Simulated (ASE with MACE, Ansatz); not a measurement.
# Generalised stacking fault on (001) of GaN (basal glide set): energy against slip along <1-100>

How much energy does it take to slide one half of the crystal over the other along this direction, and where is the resistance greatest?

Calculated with Ansatz 0.2.0: Kohn-Sham DFT, PBE, PAW (set soft_2), plane waves; cutoff 420 eV, k-mesh 6×6×1, fermi-dirac smearing of 0.025 eV. At each slip the atoms were relaxed along the normal alone with PBE, from a start eased by a machine-learned potential, then solved with PBE, r2SCAN, PBE on a denser mesh and PBEsol. Cutoffs: 420 eV for PBE and PBEsol; 500 eV for r2SCAN.

**The cell**

The cell holds 16 atoms: 8 N and 8 Ga. Its edges and angles: a = 3.220 Å, b = 3.220 Å, c = 20.960 Å, α = 90.0°, β = 90.0°, γ = 120.0°. It derives from GaN. The starting structure: 64 atoms of GaN, stacked on (0 0 1); one fault a cell: the periodic image above is shifted rigidly by 0.000 Å along the in-plane vector of length 5.577 Å (<1-100> type); atoms relaxed along the normal alone with the MACE-MP-0b2 potential. Lattice constants are starting values near those of PBE. Folded to one surface cell (a quarter of the atoms). This is the unshifted member, which holds no fault.

The input of the single point at a slip of 0.929 Å:

```yaml
crystal:
  lattice:
    - [3.22, 0.0, 0.0]
    - [-1.61, 2.7886, 0.0]
    - [0.805, -0.46477, 20.96]
  atoms:
    - { symbol: "N", position: [0.28761, 0.71239, 0.27431] }
    - { symbol: Ga, position: [0.27227, 0.72773, 0.36637] }
    - { symbol: "N", position: [0.93383, 0.06617, 0.39703] }
    - { symbol: Ga, position: [0.9183, 0.0817, 0.49021] }
    [... 10 atom lines left out ...]
    - { symbol: "N", position: [0.80976, 0.19024, 0.14146] }
    - { symbol: Ga, position: [0.79427, 0.20573, 0.23444] }
kpoints:
  mp_grid: { grid: [6, 6, 1] }
hamiltonian:
  xc: pbe
scf:
  occupations: { method: fermi_dirac, width: 0.025 }
output:
  forces: true
  stress: true
  populations: true
  dos:
    method: { smearing: { sigma: 0.08 } }
    de: 0.1
    projected: { site_lists: { Ga: [Ga], "N": ["N"] } }
  eigenvalues: true
  write_density: true
  write_potential: true
  volumetric_format: npy
```

**Fault energy**

Free energy less that of the unshifted cell, over the area of 8.98 Å², in mJ/m²:

| slip (Å) | share of the vector | PBE | r2SCAN | PBE, denser mesh | PBEsol | gain on relaxing in DFT, from the eased start (mJ/m²) |
| --- | --- | --- | --- | --- | --- | --- |
| 0.000 | 0.000 | 0 | 0 | 0 | 0 | 0 |
| 0.186 | 0.033 | 270 | 270 | 270 | 262 | 3 |
| 0.372 | 0.067 | 795 | 795 | 796 | 769 | 5 |
| 0.558 | 0.100 | 1282 | 1284 | 1282 | 1239 | 7 |
| 0.744 | 0.133 | 1599 | 1606 | 1599 | 1545 | 11 |
| 0.929 | 0.167 | 1710 | 1719 | 1711 | 1652 | 14 |
| 1.115 | 0.200 | 1610 | 1620 | 1611 | 1557 | 24 |
| 1.301 | 0.233 | 1304 | 1313 | 1304 | 1262 | 20 |
| 1.487 | 0.267 | 827 | 835 | 827 | 803 | 15 |
| 1.859 | 0.333 | 39 | 51 | 39 | 42 | 5 |
| 2.045 | 0.367 | 458 | 469 | 458 | 449 | 8 |

Worked for the highest row at PBE: (-33342.3722) − (-33343.3308) = 0.9586 eV; over 8.98 Å², times 16022, gives 1710 mJ/m².

**Findings**

With PBE the highest energy among the slips run is 1710 mJ/m², at 0.93 Å. A local minimum of 39 mJ/m² lies at 1.86 Å, a fault that is stable against slip along this line. The steepest rise among the rows up to the first local maximum that they show, between 0.19 and 0.37 Å, is 28.2 GPa, the slope of a chord between sampled slips; the true steepest slope can be larger. At the highest row the other levels give 1719 (r2SCAN), 1711 (PBE, denser mesh) and 1652 (PBEsol) mJ/m².

Limits: The cell's length along the normal is held and atoms can't move in the plane, so the energies are upper bounds on a freely relaxed path. The cell tilts with the slip and its k-mesh tilts with it, which can add an error that grows with the slip. Faults repeat every 21 Å along the normal. The lattice constant is the typed one for every functional. In some runs the program notes that positions were snapped to a detected symmetry.

[Logs are printed without paths, hosts, clocks, repeated set-up lines and the standing remarks that a program may print on its own settings, such as how far it seeks lower states.]

[Hosts, paths, dates, database ids (printed as entryN), source tags and the programs' standing remarks are cut or masked in the printed files.]
